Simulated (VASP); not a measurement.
# Vibrations of SnO2 (Cassiterite): a test of the settings, part 2 of 2

How far do the zone-centre frequencies of SnO2 (Cassiterite) depend on the numerical settings? The starting structure is a measured crystal structure from the Crystallography Open Database.

VASP 6.6.1.

Results so far: reference B2g 754.5 cm⁻¹.

**3. Modes with a 3×3×4 mesh**

Level of this step: LDA; plane waves and PAW (Sn_d, O) (VASP).

Against step 2 the input has a 3×3×4 mesh (also changed: KPAR).

INCAR

```
SYSTEM = SnO2
PREC = Accurate
ENCUT = 520
EDIFF = 1E-08
NELM = 100
ISMEAR = 0
SIGMA = 0.03
LREAL = .FALSE.
ALGO = Normal
GGA = CA
NBANDS = 32
LORBIT = 11
LWAVE = .FALSE.
LCHARG = .FALSE.
KPAR = 4
IBRION = 6
NFREE = 2
POTIM = 0.015
NSW = 1
ISIF = 2
```

POSCAR

```
SnO2
1.0
    4.7290715677      0.0000000000      0.0000000000
    0.0000000000      4.7290715677      0.0000000000
    0.0000000000      0.0000000000      3.1967100216
Sn O
2 4
Direct
    0.5000000000      0.5000000000      0.5000000000
    0.0000000000      0.0000000000      0.0000000000
    0.8060430162      0.1939569838      0.5000000000
    0.6939569838      0.6939569838      0.0000000000
    0.1939569838      0.8060430162      0.5000000000
    0.3060430162      0.3060430162      0.0000000000
```

KPOINTS

```
Automatic mesh
0
Gamma
3 3 4
0 0 0
```

PAW data sets: Sn_d and O (LDA family, release 64).

Started as:

```bash
> mpirun -np 8 vasp_std
```

Output:

```text
[banner, memory and clock lines left out]
running    8 mpi-ranks, on    1 nodes
[...]
[... a notice as in an earlier step ...]

 LDA part: xc-table for (Slater(with rela. corr.)+CA(PZ))
 , standard interpolation
 POSCAR, INCAR and KPOINTS ok, starting setup
[...]
entering main loop
       N       E                     dE             d eps       ncg     rms          rms(c)
DAV:   1     0.615222956645E+03    0.61522E+03   -0.26154E+04   640   0.256E+03
DAV:   2     0.450159500566E+02   -0.57021E+03   -0.54781E+03   664   0.669E+02
DAV:   3    -0.440651124554E+02   -0.89081E+02   -0.88298E+02   688   0.217E+02
DAV:   4    -0.483050939473E+02   -0.42400E+01   -0.42342E+01   680   0.536E+01
[...]
DAV:  13    -0.422668475851E+02    0.32217E-05   -0.12655E-05   880   0.465E-02    0.160E-03
DAV:  14    -0.422668476855E+02   -0.10047E-06   -0.11853E-06   768   0.893E-03    0.960E-04
DAV:  15    -0.422668476906E+02   -0.50650E-08   -0.56273E-08   736   0.191E-03
   1 F= -.42266848E+02 E0= -.42266848E+02  d E =-.471840E-13
[... from here on, the cycles between the ionic steps are left out ...]
   2 F= -.42264106E+02 E0= -.42264106E+02  d E =-.124582E-12
   3 F= -.42264106E+02 E0= -.42264106E+02  d E =-.124314E-12
   4 F= -.42264587E+02 E0= -.42264587E+02  d E =-.555107E-13
   5 F= -.42264587E+02 E0= -.42264587E+02  d E =-.555497E-13
   6 F= -.42265323E+02 E0= -.42265323E+02  d E =-.255030E-14
   7 F= -.42265311E+02 E0= -.42265311E+02  d E =-.218135E-11
   8 F= -.42265372E+02 E0= -.42265372E+02  d E =-.670373E-13
   9 F= -.42265372E+02 E0= -.42265372E+02  d E =-.672902E-13
 Finite differences progress:
  Degree of freedom:   4/  4
  Displacement:        2/  2
  Total:               8/  8
```

Wall time 22 s (8 MPI ranks of Intel Xeon Platinum 8259CL at 2.50GHz (Skylake/Cascade Lake), shared host); peak memory 1.6 GiB.

From OUTCAR (step 3):

```text
  Total       -0.0574410     -0.0574410      0.0013371     -0.0024065      0.0830113     -0.0830113
  in kB       -1.2872927     -1.2872927      0.0299658     -0.0539322      1.8603410     -1.8603410
  external PRESSURE =      -0.8482066 kB  Pullay stress =       0.0000000 kB

 POSITION                                       TOTAL-FORCE (eV/Angst)
 -----------------------------------------------------------------------------------
      2.36454      2.36454      1.59836         0.000478     -0.000478     -0.004805
      0.00000      0.00000      0.00000         0.003761     -0.003761     -0.143608
      3.81184      0.91724      1.58336        -0.003949      0.003949      0.196955
      3.28177      3.28177      0.00000        -0.000253     -0.000218     -0.026624
      0.91724      3.81184      1.59836        -0.000254      0.000254      0.004707
      1.44730      1.44730      0.00000         0.000218      0.000253     -0.026624
 -----------------------------------------------------------------------------------
    total drift:                               -0.000015      0.000023     -0.000270

  FREE ENERGIE OF THE ION-ELECTRON SYSTEM (eV)
  ---------------------------------------------------
  free  energy   TOTEN  =       -42.2653717185 eV

  energy  without entropy=      -42.2653717185  energy(sigma->0) =      -42.26537172

[... 1 part as in an earlier step ...]

[... 2 further parts left out ...]
[key lines of the parts left out:]
E-fermi :   6.0241
```

The last energy, forces and stress in OUTCAR belong to the last displaced cell, not to that of POSCAR.

With a 3×3×4 mesh the modes are at the top B2g 754.7, A1g 628.2 cm⁻¹, at the bottom B1u (1) 147.0, B1g 100.5 cm⁻¹, with 7 more of the listed ones between; the largest shift is -0.7 cm⁻¹, in B1g, from the reference.

**4. Modes with a cutoff of 400 eV**

Against step 2 the input has ENCUT = 400.

INCAR: that of step 3 with these lines changed.

```diff
@@ -2,3 +2,3 @@
 PREC = Accurate
-ENCUT = 520
+ENCUT = 400
 EDIFF = 1E-08
@@ -14,3 +14,3 @@
 LCHARG = .FALSE.
-KPAR = 4
+KPAR = 8
 IBRION = 6
```

POSCAR is that of step 3.

KPOINTS

```
Automatic mesh
0
Gamma
6 6 6
0 0 0
```

Started as:

```bash
> mpirun -np 8 vasp_std
```

Output:

```text
[banner, memory and clock lines left out]
running    8 mpi-ranks, on    1 nodes
[...]
[... a notice as in an earlier step ...]

 LDA part: xc-table for (Slater(with rela. corr.)+CA(PZ))
 , standard interpolation
 POSCAR, INCAR and KPOINTS ok, starting setup
[...]
entering main loop
       N       E                     dE             d eps       ncg     rms          rms(c)
DAV:   1     0.565589343957E+03    0.56559E+03   -0.22670E+04  2824   0.217E+03
DAV:   2     0.345966201752E+02   -0.53099E+03   -0.50801E+03  2904   0.603E+02
DAV:   3    -0.446780547111E+02   -0.79275E+02   -0.78294E+02  2952   0.203E+02
DAV:   4    -0.482879683243E+02   -0.36099E+01   -0.35990E+01  3112   0.483E+01
[...]
DAV:  13    -0.423647402180E+02    0.45496E-05   -0.16273E-05  3952   0.514E-02    0.187E-03
DAV:  14    -0.423647403230E+02   -0.10493E-06   -0.14951E-06  3024   0.930E-03    0.920E-04
DAV:  15    -0.423647403266E+02   -0.35998E-08   -0.82004E-08  3456   0.217E-03
   1 F= -.42364740E+02 E0= -.42364740E+02  d E =-.108109E-26
[... from here on, the cycles between the ionic steps are left out ...]
   2 F= -.42362019E+02 E0= -.42362019E+02  d E =-.501547E-26
   3 F= -.42362019E+02 E0= -.42362019E+02  d E =-.501079E-26
   4 F= -.42362493E+02 E0= -.42362493E+02  d E =-.816708E-27
   5 F= -.42362493E+02 E0= -.42362493E+02  d E =-.819906E-27
   6 F= -.42363076E+02 E0= -.42363076E+02  d E =-.212135E-11
   7 F= -.42363326E+02 E0= -.42363326E+02  d E =-.177406E-27
   8 F= -.42363265E+02 E0= -.42363265E+02  d E =-.217667E-26
   9 F= -.42363265E+02 E0= -.42363265E+02  d E =-.217220E-26
 Finite differences progress:
  Degree of freedom:   4/  4
  Displacement:        2/  2
  Total:               8/  8
```

Wall time 61 s (8 MPI ranks); peak memory 2.9 GiB.

From OUTCAR (step 4):

```text
  Total       -2.4351018     -2.4351018     -2.2810272     -0.0024463      0.0838186     -0.0838186
  in kB      -54.5723550    -54.5723550    -51.1194336     -0.0548234      1.8784339     -1.8784338
  external PRESSURE =     -53.4213812 kB  Pullay stress =       0.0000000 kB

 POSITION                                       TOTAL-FORCE (eV/Angst)
 -----------------------------------------------------------------------------------
      2.36454      2.36454      1.59836         0.000469     -0.000469     -0.004874
      0.00000      0.00000      0.00000         0.003756     -0.003756     -0.142960
      3.81184      0.91724      1.58336        -0.012695      0.012695      0.196783
      3.28177      3.28177      0.00000         0.008513      0.008569     -0.026850
      0.91724      3.81184      1.59836         0.008526     -0.008526      0.004750
      1.44730      1.44730      0.00000        -0.008569     -0.008513     -0.026850
 -----------------------------------------------------------------------------------
    total drift:                                0.000001      0.000000     -0.000245

  FREE ENERGIE OF THE ION-ELECTRON SYSTEM (eV)
  ---------------------------------------------------
  free  energy   TOTEN  =       -42.3632650087 eV

  energy  without entropy=      -42.3632650087  energy(sigma->0) =      -42.36326501

[... 1 part as in an earlier step ...]

[... 2 further parts left out ...]
[key lines of the parts left out:]
E-fermi :   6.0879
```

With a cutoff of 400 eV the modes are at the top B2g 755.2, A1g 628.0 cm⁻¹, at the bottom B1u (1) 147.1, B1g 109.7 cm⁻¹, with 7 more of the listed ones between; the largest shift is +8.5 cm⁻¹, in B1g, from the reference.

**5. Modes with a 6×6×8 mesh**

Against step 2 the input has a 6×6×8 mesh.

INCAR: that of step 4 with these lines changed.

```diff
@@ -2,3 +2,3 @@
 PREC = Accurate
-ENCUT = 400
+ENCUT = 520
 EDIFF = 1E-08
```

POSCAR is that of step 4.

KPOINTS

```
Automatic mesh
0
Gamma
6 6 8
0 0 0
```

Started as:

```bash
> mpirun -np 8 vasp_std
```

Output:

```text
[... set-up lines as in an earlier step ...]
 entering main loop
       N       E                     dE             d eps       ncg     rms          rms(c)
DAV:   1     0.619624518689E+03    0.61962E+03   -0.26256E+04  3528   0.253E+03
DAV:   2     0.444637058391E+02   -0.57516E+03   -0.55155E+03  3608   0.668E+02
DAV:   3    -0.441913114080E+02   -0.88655E+02   -0.87751E+02  3768   0.217E+02
DAV:   4    -0.483110663629E+02   -0.41198E+01   -0.41051E+01  3832   0.525E+01
[...]
DAV:  13    -0.422816476667E+02    0.37452E-05   -0.13835E-05  5152   0.460E-02    0.157E-03
DAV:  14    -0.422816477763E+02   -0.10965E-06   -0.14115E-06  3888   0.935E-03    0.834E-04
DAV:  15    -0.422816477809E+02   -0.45684E-08   -0.59963E-08  4128   0.198E-03
   1 F= -.42281648E+02 E0= -.42281648E+02  d E =-.221483E-12
[... from here on, the cycles between the ionic steps are left out ...]
   2 F= -.42278909E+02 E0= -.42278909E+02  d E =-.525693E-12
   3 F= -.42278909E+02 E0= -.42278909E+02  d E =-.525640E-12
   4 F= -.42279386E+02 E0= -.42279386E+02  d E =-.251701E-12
   5 F= -.42279386E+02 E0= -.42279386E+02  d E =-.252149E-12
   6 F= -.42280139E+02 E0= -.42280139E+02  d E =-.146429E-13
   7 F= -.42280095E+02 E0= -.42280095E+02  d E =-.723282E-11
   8 F= -.42280171E+02 E0= -.42280171E+02  d E =-.300610E-12
   9 F= -.42280171E+02 E0= -.42280171E+02  d E =-.299848E-12
 Finite differences progress:
  Degree of freedom:   4/  4
  Displacement:        2/  2
  Total:               8/  8
```

It took 1.8 min on 8 MPI ranks; peak memory 3.3 GiB.

OUTCAR, selected parts (step 5):

```text
  Total        0.0004364      0.0004364      0.0146287     -0.0024258      0.0835816     -0.0835815
  in kB        0.0097795      0.0097795      0.3278386     -0.0543637      1.8731222     -1.8731210
  external PRESSURE =       0.1157992 kB  Pullay stress =       0.0000000 kB

 POSITION                                       TOTAL-FORCE (eV/Angst)
 -----------------------------------------------------------------------------------
      2.36454      2.36454      1.59836         0.000476     -0.000476     -0.004700
      0.00000      0.00000      0.00000         0.003762     -0.003762     -0.143770
      3.81184      0.91724      1.58336        -0.002859      0.002859      0.197044
      3.28177      3.28177      0.00000        -0.001347     -0.001313     -0.026607
      0.91724      3.81184      1.59836        -0.001345      0.001345      0.004639
      1.44730      1.44730      0.00000         0.001313      0.001347     -0.026607
 -----------------------------------------------------------------------------------
    total drift:                               -0.000020      0.000022     -0.000276

  FREE ENERGIE OF THE ION-ELECTRON SYSTEM (eV)
  ---------------------------------------------------
  free  energy   TOTEN  =       -42.2801710385 eV

  energy  without entropy=      -42.2801710385  energy(sigma->0) =      -42.28017104

[... 1 part as in an earlier step ...]

[... 2 further parts left out ...]
[key lines of the parts left out:]
E-fermi :   6.0084
```

With a 6×6×8 mesh the modes are at the top B2g 754.5, A1g 628.0 cm⁻¹, at the bottom B1u (1) 146.8, B1g 101.3 cm⁻¹, with 7 more of the listed ones between; the largest shift is +0.1 cm⁻¹, in B1u (2), from the reference.

**6. Comparison**

```csv
run,B2g,A1g,Eu (3),B1u (2),Eu (2),Eu (1),B1u (1),B1g,core minutes
reference,754.5,628.0,599.9,560.2,281.1,223.1,146.8,101.2,11.6
a 3×3×4 mesh,754.7,628.2,599.5,560.1,281.3,223.0,147.0,100.5,2.93
a cutoff of 400 eV,755.2,628.0,599.7,560.3,280.8,225.2,147.1,109.7,8.13
a 6×6×8 mesh,754.5,628.0,599.9,560.3,281.1,223.1,146.8,101.3,14.0
```

Modes are in cm⁻¹, degenerate ones as one, matched between runs by symmetry and order. A number in brackets counts the listed modes of one symmetry from the lowest. The symmetry labels come from an automatic analysis and can be wrong where levels nearly coincide. Between the highest four and the lowest four, 3 more are left out. Core minutes are wall time times ranks of the run shown, on a shared host.

**7. Results**

```json
{"B2g, reference": "754.5 cm⁻¹", "B1g, reference": "101.2 cm⁻¹", "B2g, a 3×3×4 mesh": "754.7 cm⁻¹", "B1g, a 3×3×4 mesh": "100.5 cm⁻¹", "B2g, a cutoff of 400 eV": "755.2 cm⁻¹", "B1g, a cutoff of 400 eV": "109.7 cm⁻¹", "B2g, a 6×6×8 mesh": "754.5 cm⁻¹", "B1g, a 6×6×8 mesh": "101.3 cm⁻¹"}
```

What this shows: The largest change comes with a cutoff of 400 eV: +8.5 cm⁻¹ in B1g. On finer settings the modes change by up to +0.1 cm⁻¹ in B1u (2) with a 6×6×8 mesh, not denser along every axis. Other changes move the modes by more: -0.7 cm⁻¹ in B1g with a 3×3×4 mesh and +8.5 cm⁻¹ in B1g with a cutoff of 400 eV. The frequencies are harmonic, and the splitting of polar modes by their long-range field is left out. Further runs on this material are not shown.

[Lines on the potential files, build, host, timing and source positions are cut from VASP's logs without a mark.]

[Logs are printed without paths, hosts, clocks, repeated set-up lines and the standing remarks that a program may print on its own settings, such as how far it seeks lower states.]

[Hosts, paths, dates, database ids (printed as entryN), source tags and the programs' standing remarks are cut or masked in the printed files.]
